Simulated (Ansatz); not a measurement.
## Trends among crystals of one structure type (P6_3/mmc)

All 4 crystals share space group P6_3/mmc (No. 194) and the same kinds of sites, 6 atoms in the primitive cell. They are database entries and needn't be the stable phases. The set is a selection: crystals with unstable modes on a coarse mesh or in a metal were left out. Cells are relaxed by PAW under the functional.

Quantity: harmonic phonons by finite displacements (no LO-TO term; negative means unstable), on a 1×1×1 q mesh. Level: PBEsol, all-electron LAPW in Ansatz 0.2.0, scalar-relativistic.

| crystal | cell (conventional) | k mesh | smearing (eV) | highest mode (cm⁻¹) | lowest optical at Γ (cm⁻¹) |
| --- | --- | --- | --- | --- | --- |
| MoS₂ | a = 3.141, c = 12.581 Å | 8×8×2 | none | 470 | 25.2 |
| MoSe₂ | a = 3.269, c = 13.121 Å | 6×6×2 | none | ? | ? |
| Te₂Mo | a = 3.494, c = 14.009 Å | 6×6×2 | none | 292 | 25.5 |
| WSe₂ | a = 3.271, c = 13.222 Å | 6×6×2 | none | 306 | 19.3 |

Q: What did the calculation give for MoSe₂?

A: highest mode = 352 cm⁻¹, lowest optical at Γ = 22.8 cm⁻¹.

Caveats: no dispersion correction, so the spacing and stiffness between layers or molecules are poor; zone-boundary modes aren't tested; no spin-orbit coupling on heavy atoms (WSe₂).
